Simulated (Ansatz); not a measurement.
A run of Ansatz 0.2.0 is set up as follows.

Contents of input.yaml:

```yaml
crystal:
  lattice:
    - [3.777, 0.0, 0.0]
    - [-1.8885, 3.2709779501, 0.0]
    - [0.0, 0.0, 6.498]
  atoms:
    - { symbol: Te, position: [0.3333333333, 0.6666666667, 0.7372] }
    - { symbol: Te, position: [0.6666666667, 0.3333333333, 0.2628] }
    - { symbol: Ti, position: [0.0, 0.0, 0.0] }
hamiltonian:
  xc: pbe
  pseudopotentials: { kind: paw }
kpoints:
  mp_grid: { grid: [8, 8, 4] }
scf:
  occupations: { method: gaussian, width: 0.028 }
output:
  forces: true
  stress: true
  eigenvalues: true
```

Potentials or basis: Ansatz PAW.

Launch:

```bash
$ ansatz run input.yaml --threads 2 --pin off --max-ram 5632MiB --backend cpu --events-out ev --progress --plain --runs-dir out
```

Q: Estimate the band gap on the k mesh.

A: None (metal or under the smearing width).

Q: Estimate the largest force.

A: 0.008 eV/Å.

Forces on the atoms (eV/Å):
```
Te   0.000  0.000 -0.008
Te   0.000  0.000  0.008
Ti   0.000  0.000  0.000
```

 Spin-orbit coupling is left out, which matters for the levels of Te.
